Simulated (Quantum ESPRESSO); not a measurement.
# SnSe (Fm-3m) in Quantum ESPRESSO: a series of runs

The runs below take SnSe through dielectric tensor, with WC, BLYP, AM05.

Everything below comes from runs of Quantum ESPRESSO 7.5. Logs are shortened: lines on timing, memory, paths and dates and some standing lists are left out, and cuts for length are marked.

## Step 1: The structure

The structure is cubic, space group Fm-3m (No. 225). The conventional cell has a = 6.020 Å, b = 6.020 Å, c = 6.020 Å, α = 90.00°, β = 90.00°, γ = 90.00°. Around Sn (site symmetry m-3m) lie 6 Se at 3.01 Å. Se (site symmetry m-3m) is surrounded by 6 Sn at 3.01 Å.

Measurements of this composition are mostly on another form, of space group No. 62.

## Step 2: Dielectric tensor, WC

Input file pw.in:

```
&CONTROL
  calculation = 'scf'
  prefix = 'pwscf'
  outdir = './tmp'
  pseudo_dir = './pseudo'
  tprnfor = .true.
  tstress = .true.
  disk_io = 'low'
/
&SYSTEM
  ibrav = 0
  A = 4.25678282
  nat = 2
  ntyp = 2
  ecutwfc = 68
  ecutrho = 544
  nbnd = 16
  input_dft = 'wc'
  occupations = 'smearing'
  smearing = 'fd'
  degauss = 0.00367493
/
&ELECTRONS
  conv_thr = 4d-10
  electron_maxstep = 120
  mixing_beta = 0.5
/
ATOMIC_SPECIES
Sn   118.7100 sn_pbe_v1.4.uspp.F.UPF
Se    78.9710 se_pbe_v1.uspp.F.UPF
CELL_PARAMETERS alat
   0.0000000000    0.7071067816    0.7071067816
   0.7071067816    0.0000000000    0.7071067816
   0.7071067816    0.7071067816    0.0000000000
ATOMIC_POSITIONS alat
Sn     0.0000000000    0.0000000000    0.0000000000
Se     0.7071067816    0.7071067816    0.7071067816
K_POINTS automatic
6 6 6 1 1 1
```

Input file gamma.in:

```
&CONTROL
  calculation = 'bands'
  prefix = 'pwscf'
  outdir = './tmp'
  pseudo_dir = './pseudo'
  disk_io = 'low'
  verbosity = 'high'
/
&SYSTEM
  ibrav = 0
  A = 4.25678282
  nat = 2
  ntyp = 2
  ecutwfc = 68
  ecutrho = 544
  nbnd = 16
  input_dft = 'wc'
  occupations = 'smearing'
  smearing = 'fd'
  degauss = 0.00367493
/
&ELECTRONS
  conv_thr = 1d-08
  electron_maxstep = 120
  mixing_beta = 0.5
  diago_full_acc = .true.
  startingwfc = 'random'
/
ATOMIC_SPECIES
Sn   118.7100 sn_pbe_v1.4.uspp.F.UPF
Se    78.9710 se_pbe_v1.uspp.F.UPF
CELL_PARAMETERS alat
   0.0000000000    0.7071067816    0.7071067816
   0.7071067816    0.0000000000    0.7071067816
   0.7071067816    0.7071067816    0.0000000000
ATOMIC_POSITIONS alat
Sn     0.0000000000    0.0000000000    0.0000000000
Se     0.7071067816    0.7071067816    0.7071067816
K_POINTS crystal
1
0.0 0.0 0.0 1
```

Input file scf2.in:

```
&CONTROL
  calculation = 'scf'
  prefix = 'pwscf'
  outdir = './tmp'
  pseudo_dir = './pseudo'
  tprnfor = .true.
  tstress = .true.
  disk_io = 'low'
/
&SYSTEM
  ibrav = 0
  A = 4.25678282
  nat = 2
  ntyp = 2
  ecutwfc = 68
  ecutrho = 544
  nbnd = 16
  input_dft = 'wc'
  occupations = 'fixed'
/
&ELECTRONS
  conv_thr = 1d-13
  electron_maxstep = 120
  mixing_beta = 0.5
  startingpot = 'file'
/
ATOMIC_SPECIES
Sn   118.7100 sn_pbe_v1.4.uspp.F.UPF
Se    78.9710 se_pbe_v1.uspp.F.UPF
CELL_PARAMETERS alat
   0.0000000000    0.7071067816    0.7071067816
   0.7071067816    0.0000000000    0.7071067816
   0.7071067816    0.7071067816    0.0000000000
ATOMIC_POSITIONS alat
Sn     0.0000000000    0.0000000000    0.0000000000
Se     0.7071067816    0.7071067816    0.7071067816
K_POINTS automatic
6 6 6 1 1 1
```

Input file ph.in:

```
dielectric of SnSe
&INPUTPH
  prefix = 'pwscf'
  outdir = './tmp'
  tr2_ph = 1d-18
  fildyn = 'dyn'
  niter_ph = 90
  alpha_mix(1) = 0.7
  epsil = .true.
  trans = .false.
  zeu = .true.
/
0.0000000000 0.0000000000 0.0000000000
```

Potentials or basis: GBRV 1.5 PBE.

Launch:

```console
> OMP_NUM_THREADS=1 pw.x -in pw.in > pw.out
> OMP_NUM_THREADS=1 pw.x -in gamma.in > gamma.out
> OMP_NUM_THREADS=1 pw.x -in scf2.in > scf2.out
> OMP_NUM_THREADS=1 ph.x -in ph.in > ph.out
```

pw.out:

```text
This program is part of the open-source Quantum ESPRESSO suite
     for quantum simulation of materials; please cite
         "P. Giannozzi et al., J. Phys.:Condens. Matter 21 395502 (2009);
         "P. Giannozzi et al., J. Phys.:Condens. Matter 29 465901 (2017);
         "P. Giannozzi et al., J. Chem. Phys. 152 154105 (2020);
     in publications or presentations arising from this work. More details at

     IMPORTANT: XC functional enforced from input :
     Exchange-correlation= WC
                           (   1   4  11   4   0   0   0)
     Any further DFT definition will be discarded
     Please, verify this is what you really want

     Message from routine setup:
     using ibrav=0 with symmetry is DISCOURAGED, use correct ibrav instead

     G-vector sticks info
     --------------------
     sticks:   dense  smooth     PW     G-vecs:    dense   smooth      PW
     Sum        2407    1213    361                78679    27941    4573

     Using Slab Decomposition

     bravais-lattice index     =            0
     lattice parameter (alat)  =       8.0442  a.u.
     unit-cell volume          =     368.0663 (a.u.)^3
     number of atoms/cell      =            2
     number of atomic types    =            2
     number of electrons       =        20.00
     number of Kohn-Sham states=           16
     kinetic-energy cutoff     =      68.0000  Ry
     charge density cutoff     =     544.0000  Ry
     scf convergence threshold =      4.0E-10
     mixing beta               =       0.5000
     number of iterations used =            8  plain     mixing
     Exchange-correlation= WC
                           (   1   4  11   4   0   0   0)

     celldm(1)=   8.044154  celldm(2)=   0.000000  celldm(3)=   0.000000
     celldm(4)=   0.000000  celldm(5)=   0.000000  celldm(6)=   0.000000

[... 8 lines left out ...]
               b(3) = (  0.707107  0.707107 -0.707107 )

     PseudoPot. # 1 for Sn read from file:
     sn_pbe_v1.4.uspp.F.UPF
     Pseudo is Ultrasoft + core correction, Zval = 14.0
     Generated by new atomic code, or converted to UPF format
     Using radial grid of  891 points,  6 beta functions with:
                l(1) =   0
                l(2) =   0
                l(3) =   1
                l(4) =   1
                l(5) =   2
                l(6) =   2
     Q(r) pseudized with  8 coefficients,  rinner =    1.350   1.350   1.350
                                                       1.350   1.350

     PseudoPot. # 2 for Se read from file:
     se_pbe_v1.uspp.F.UPF
     Pseudo is Ultrasoft + core correction, Zval =  6.0
     Generated by new atomic code, or converted to UPF format
     Using radial grid of  877 points,  6 beta functions with:
                l(1) =   0
                l(2) =   0
                l(3) =   1
                l(4) =   1
                l(5) =   2
                l(6) =   2
     Q(r) pseudized with  8 coefficients,  rinner =    1.300   1.300   1.300
                                                       1.300   1.300

     atomic species   valence    mass     pseudopotential
     Sn               14.00   118.71000     Sn( 1.00)
     Se                6.00    78.97100     Se( 1.00)

     48 Sym. Ops., with inversion, found

   Cartesian axes

     site n.     atom                  positions (alat units)
         1        Sn     tau(   1) = (   0.0000000   0.0000000   0.0000000  )
         2        Se     tau(   2) = (   0.7071068   0.7071068   0.7071068  )

     number of k points=    28  Fermi-Dirac smearing, width (Ry)=  0.0037
                       cart. coord. in units 2pi/alat
        k(    1) = (   0.0589256   0.0589256   0.0589256), wk =   0.0185185
        k(    2) = (   0.1767767   0.1767767  -0.0589256), wk =   0.0555556
        k(    3) = (   0.2946278   0.2946278  -0.1767767), wk =   0.0555556
        k(    4) = (  -0.2946278  -0.2946278   0.4124790), wk =   0.0555556
        k(    5) = (  -0.1767767  -0.1767767   0.2946278), wk =   0.0555556
        k(    6) = (  -0.0589256  -0.0589256   0.1767767), wk =   0.0555556
[... 20 lines left out ...]
        k(   27) = (   0.2946278   0.2946278   0.2946278), wk =   0.0185185
        k(   28) = (  -0.2946278  -0.2946278   0.8838835), wk =   0.0555556

     Dense  grid:    78679 G-vectors     FFT dimensions: (  60,  60,  60)

     Smooth grid:    27941 G-vectors     FFT dimensions: (  45,  45,  45)

     Initial potential from superposition of free atoms

     starting charge      18.9999, renormalised to      20.0000
     Starting wfcs are   13 randomized atomic wfcs +    3 random wfcs

     Self-consistent Calculation

     iteration #  1     ecut=    68.00 Ry     beta= 0.50
     Davidson diagonalization with overlap
     ethr =  1.00E-02,  avg # of iterations =  9.0

     total energy              =    -202.42866755 Ry
     estimated scf accuracy    <       0.67400719 Ry

     iteration #  2     ecut=    68.00 Ry     beta= 0.50
     Davidson diagonalization with overlap
     ethr =  3.37E-03,  avg # of iterations =  2.0

     total energy              =    -202.59504619 Ry
     estimated scf accuracy    <       0.04071582 Ry

     iteration #  3     ecut=    68.00 Ry     beta= 0.50
     Davidson diagonalization with overlap
     ethr =  2.04E-04,  avg # of iterations =  3.6
[... 29 lines left out ...]
     total energy              =    -202.60352443 Ry
     estimated scf accuracy    <       0.00000015 Ry

     iteration #  8     ecut=    68.00 Ry     beta= 0.50
     Davidson diagonalization with overlap
     ethr =  7.44E-10,  avg # of iterations =  4.7

     total energy              =    -202.60352454 Ry
     estimated scf accuracy    <       0.00000010 Ry

     iteration #  9     ecut=    68.00 Ry     beta= 0.50
     Davidson diagonalization with overlap
     ethr =  5.11E-10,  avg # of iterations =  2.0

     End of self-consistent calculation

          k = 0.0589 0.0589 0.0589 (  3500 PWs)   bands (ev):

   -13.6362 -13.6362 -13.6353 -13.6346 -13.6346  -5.9698   2.4491   5.7079
     5.7079   5.9179  11.6801  11.7705  11.7705  13.6603  13.8661  13.8661

          k = 0.1768 0.1768-0.0589 (  3504 PWs)   bands (ev):

   -13.6388 -13.6381 -13.6347 -13.6321 -13.6294  -5.7232   1.5035   5.2588
     5.9633   6.8537   9.9654  10.2842  11.5699  13.7431  14.2538  15.2991

          k = 0.2946 0.2946-0.1768 (  3487 PWs)   bands (ev):

   -13.6424 -13.6422 -13.6330 -13.6256 -13.6240  -5.2625   0.2785   5.2009
     6.0167   7.7022   8.4561   9.2793  10.6103  14.6401  15.8231  17.3363

          k =-0.2946-0.2946 0.4125 (  3490 PWs)   bands (ev):

   -13.6448 -13.6426 -13.6325 -13.6233 -13.6220  -5.0659  -0.1386   5.4636
     5.7463   7.5201   8.3763   9.3916  10.0101  15.5243  17.2732  18.1902

          k =-0.1768-0.1768 0.2946 (  3492 PWs)   bands (ev):

   -13.6429 -13.6394 -13.6340 -13.6276 -13.6252  -5.4163   0.6588   5.4826
     5.6289   7.2927   8.8311  10.3969  10.4279  13.7882  15.7731  16.3449

          k =-0.0589-0.0589 0.1768 (  3508 PWs)   bands (ev):

   -13.6387 -13.6359 -13.6358 -13.6327 -13.6319  -5.8422   1.9493   5.4845
     5.5453   6.6734  10.0888  11.6531  11.7250  13.0838  14.5816  14.7209

          k = 0.2946 0.0589 0.0589 (  3501 PWs)   bands (ev):

   -13.6438 -13.6373 -13.6342 -13.6289 -13.6280  -5.6049   1.4337   5.1289
     5.1642   6.8963   9.3188  11.6850  11.8577  12.4767  15.9260  16.0610

          k = 0.4125 0.1768-0.0589 (  3489 PWs)   bands (ev):

   -13.6490 -13.6364 -13.6352 -13.6249 -13.6233  -5.2287   0.7763   4.4577
     5.0444   6.2172   9.9588  11.0221  11.6878  13.0939  17.0783  18.0133

          k =-0.1768-0.4125 0.5303 (  3485 PWs)   bands (ev):

   -13.6499 -13.6383 -13.6313 -13.6257 -13.6211  -4.9372   0.2353   4.0701
     4.7463   6.7411   9.2173  10.9272  11.8804  14.4081  16.1574  18.5003

          k =-0.0589-0.2946 0.4125 (  3481 PWs)   bands (ev):

   -13.6468 -13.6388 -13.6321 -13.6255 -13.6240  -5.1041   0.4326   4.0237
     5.3621   7.1861   8.8769  10.2602  11.9548  14.3681  16.5162  17.2067

          k = 0.0589-0.1768 0.2946 (  3493 PWs)   bands (ev):

   -13.6428 -13.6373 -13.6351 -13.6289 -13.6263  -5.5040   1.0355   4.8686
     5.7487   7.2063   9.0273  10.4007  11.6094  13.3665  15.4330  16.5286

          k = 0.5303 0.0589 0.0589 (  3481 PWs)   bands (ev):

   -13.6583 -13.6404 -13.6299 -13.6206 -13.6201  -5.0085   1.1484   3.7516
     4.4671   4.6612  11.1462  12.1379  12.5747  12.8792  18.0823  18.8508

          k =-0.0589-0.5303 0.6482 (  3474 PWs)   bands (ev):

   -13.6596 -13.6382 -13.6313 -13.6213 -13.6181  -4.8121   1.1081   2.7803
     4.0297   5.4219  11.1833  11.6164  13.1919  13.4119  17.6144  19.1872

          k = 0.0589-0.4125 0.5303 (  3486 PWs)   bands (ev):

   -13.6526 -13.6364 -13.6308 -13.6266 -13.6205  -4.8564   0.4999   3.2598
     4.5025   6.5429   9.6037  11.4037  12.6309  14.3457  15.8228  18.0410

          k = 0.1768-0.2946 0.4125 (  3491 PWs)   bands (ev):

   -13.6460 -13.6406 -13.6321 -13.6250 -13.6224  -5.0853   0.1172   4.7717
     5.4943   7.2163   8.6872   9.9077  11.0629  14.6039  16.8611  17.5895

          k =-0.6482 0.0589 0.0589 (  3472 PWs)   bands (ev):

   -13.6630 -13.6412 -13.6288 -13.6183 -13.6180  -4.8250   1.4871   2.6545
     4.3086   4.4408  10.9675  12.8607  12.9288  13.5605  18.6338  19.5235

          k =-0.5303 0.1768-0.0589 (  3474 PWs)   bands (ev):

   -13.6554 -13.6375 -13.6329 -13.6222 -13.6202  -4.9699   0.8175   3.7657
     4.2238   5.6404  10.7942  11.6346  12.2168  13.2057  17.9343  18.6134

          k =-0.4125 0.0589 0.0589 (  3490 PWs)   bands (ev):

   -13.6510 -13.6390 -13.6320 -13.6245 -13.6237  -5.3014   1.1340   4.7020
     4.7591   5.5304  10.5729  11.4973  12.1792  12.4501  17.3471  17.5123

          k = 0.1768 0.1768 0.1768 (  3497 PWs)   bands (ev):

   -13.6397 -13.6397 -13.6341 -13.6289 -13.6289  -5.6142   1.0915   5.7849
     5.7849   6.8564   9.9580  10.2693  10.2693  13.9217  15.0320  15.0320

          k = 0.2946 0.2946 0.0589 (  3486 PWs)   bands (ev):

   -13.6421 -13.6406 -13.6326 -13.6280 -13.6252  -5.3225   0.6262   4.4471
     6.0465   7.7514   8.5513   9.4184  11.7216  14.5398  15.0640  17.5594

          k =-0.2946-0.2946 0.6482 (  3488 PWs)   bands (ev):

   -13.6485 -13.6386 -13.6290 -13.6268 -13.6236  -4.9662   0.3228   3.5888
     5.4564   6.6048   9.6188   9.9837  12.3073  15.4607  15.9523  16.2863
[... 8 lines left out ...]
   -13.6478 -13.6376 -13.6344 -13.6256 -13.6222  -5.1738   0.4331   4.9159
     5.1508   6.3965   9.5912  10.7081  11.0999  13.3932  17.2203  17.9566

          k =-0.1768-0.4125 0.7660 (  3484 PWs)   bands (ev):

   -13.6520 -13.6365 -13.6324 -13.6258 -13.6204  -4.9106   0.5307   3.6816
     4.1211   6.8757   9.2640  11.7420  12.1806  14.2482  16.0523  18.4558

          k =-0.0589-0.2946 0.6482 (  3474 PWs)   bands (ev):

   -13.6554 -13.6347 -13.6327 -13.6266 -13.6181  -4.7989   0.8163   3.0985
     3.5640   6.7361   9.6098  12.1803  12.7919  14.2706  15.7504  19.4340

          k =-0.7660 0.1768 0.1768 (  3477 PWs)   bands (ev):

   -13.6566 -13.6354 -13.6334 -13.6223 -13.6199  -4.8241   0.7520   2.9336
     4.7310   5.4025  10.9973  11.4078  12.9141  13.2085  17.5825  17.9086

          k = 0.2946 0.2946 0.2946 (  3489 PWs)   bands (ev):

   -13.6432 -13.6432 -13.6331 -13.6231 -13.6231  -5.1647  -0.0478   5.9181
     5.9181   7.5867   8.6855   9.2250   9.2250  15.3796  17.1197  17.1197

          k =-0.2946-0.2946 0.8839 (  3484 PWs)   bands (ev):

   -13.6470 -13.6406 -13.6311 -13.6247 -13.6225  -4.9972   0.0407   4.4107
     5.5669   6.8868   9.1026   9.7131  11.3905  15.3237  16.3410  17.0294

     the Fermi energy is     8.0669 ev

!    total energy              =    -202.60352457 Ry
     estimated scf accuracy    <          3.0E-10 Ry
     smearing contrib. (-TS)   =      -0.00000787 Ry
     internal energy E=F+TS    =    -202.60351670 Ry

     The total energy is F=E-TS. E is the sum of the following terms:
     one-electron contribution =     -65.71275235 Ry
     hartree contribution      =      45.02477936 Ry
     xc contribution           =     -72.32108630 Ry
     ewald contribution        =    -109.59445741 Ry

     convergence has been achieved in   9 iterations

     Forces acting on atoms (cartesian axes, Ry/au):

     atom    1 type  1   force =    -0.00000000    0.00000000    0.00000000
     atom    2 type  2   force =    -0.00000000    0.00000000    0.00000000

     Total force =     0.000000     Total SCF correction =     0.000000

     Computing stress (Cartesian axis) and pressure

          total   stress  (Ry/bohr**3)                   (kbar)     P=      -17.55
  -0.00011933   0.00000000   0.00000000          -17.55        0.00        0.00
   0.00000000  -0.00011933   0.00000000            0.00      -17.55        0.00
   0.00000000   0.00000000  -0.00011933            0.00        0.00      -17.55

=------------------------------------------------------------------------------=
   JOB DONE.
=------------------------------------------------------------------------------=
```

Wall time 4.4 min (1 thread of Intel Xeon 6975P-C (Granite Rapids), shared host); peak memory 0.34 GiB.

What came out:

- Free energy: -2756.5614 eV
- Pressure: -1.8 GPa
- Electronic dielectric tensor (diagonal): 43.01
- Born charges (mean of the diagonal): Sn +5.88; Se -5.90 e

Electronic dielectric tensor:
```
43.01  0.00  0.00
 0.00 43.01  0.00
 0.00  0.00 43.01
```

Born effective charge tensors (e):
atom 1, Sn
```
5.88 0.00 0.00
0.00 5.88 0.00
0.00 0.00 5.88
```
atom 2, Se
```
-5.90  0.00  0.00
 0.00 -5.90  0.00
 0.00  0.00 -5.90
```

Caveat: the mesh is thin for the dielectric tensor, Born charges and intensities, which usually come out too large; the potentials were made for another functional, which shifts forces and pressure.

(Continued in part 2 of 3.)
